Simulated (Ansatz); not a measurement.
ZrC:

```
Zr C
1.0
     0.00000    2.36500    2.36500
     2.36500    0.00000    2.36500
     2.36500    2.36500    0.00000
Zr C
1 1
Direct
  0.50000 0.50000 0.50000
  0.00000 0.00000 0.00000
```

Base run:

- Program: Ansatz 0.2.0
- Functional: LDA
- Potentials or basis: Ansatz PAW
- Cutoff: 420 eV (not typed: the program's choice for these potentials)
- k mesh: 10 × 10 × 10
- Occupations: fermi-dirac, width 0.05 eV
- Spin: no spin polarisation

Its results: band gap on the k mesh none (metal or under the smearing width); pressure -12.5 GPa.

The run is repeated on the same cell with these changes: hubbard terms from none to Zr d U = 5 eV; hubbard projectors from none to ortho-atomic (the default). What comes out?

Band gap on the k mesh none (metal or under the smearing width); pressure -5.1 GPa.

Caveats: the PAW data sets come from PBE, with cores solved anew for the run's functional, which leaves a small shift of forces and pressure; the density of states is complete only up to the lowest level of the last band computed; U without spin polarisation on a metal has little footing (some runs); the U is typed as a test and isn't derived for this compound (some runs).
